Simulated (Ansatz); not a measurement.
Take CoPt (space group P4/mmm, No. 123; a = 2.697 Å, c = 3.722 Å; ferromagnetic; relaxed with 0.1 eV smearing) as the base. Axes: x, y, z lie along a, b, c of the conventional cell.

Computed with PBE in Ansatz (plane waves to 420 eV, PAW, no spin-orbit coupling).

Strains are applied to the cell and any free atomic positions relax; under stress the whole cell relaxes.

One change was made to it. Results:

| quantity | base | after |
|---|---|---|
| largest site moment | 1.94 μB | 1.89 μB |
| energy relative to the base (free energy F) | 0 meV/atom | +17 meV/atom |

Question: Which of these changes matches the shifts?
A. uniaxial strain ε_yy = +4.75 %
B. uniaxial strain ε_yy = −2.94 %
C. uniaxial stress, 1 GPa compression along x
D. uniaxial strain ε_xx = −2.42 %

Answer: B, uniaxial strain ε_yy = −2.94 %. For comparison, the energy relative to the base in the other runs: uniaxial stress, 1 GPa compression along x gives +0.1 meV/atom; uniaxial strain ε_xx = −2.42 % gives +11 meV/atom; uniaxial strain ε_yy = +4.75 % gives +33 meV/atom.

The magnetic state is the one reached from the starting moments; the real material's order can differ, and small cells can't hold many antiferromagnetic ones. Beyond what the load breaks, stability against distortions was not tested.

Ansatz is an electronic-structure program.
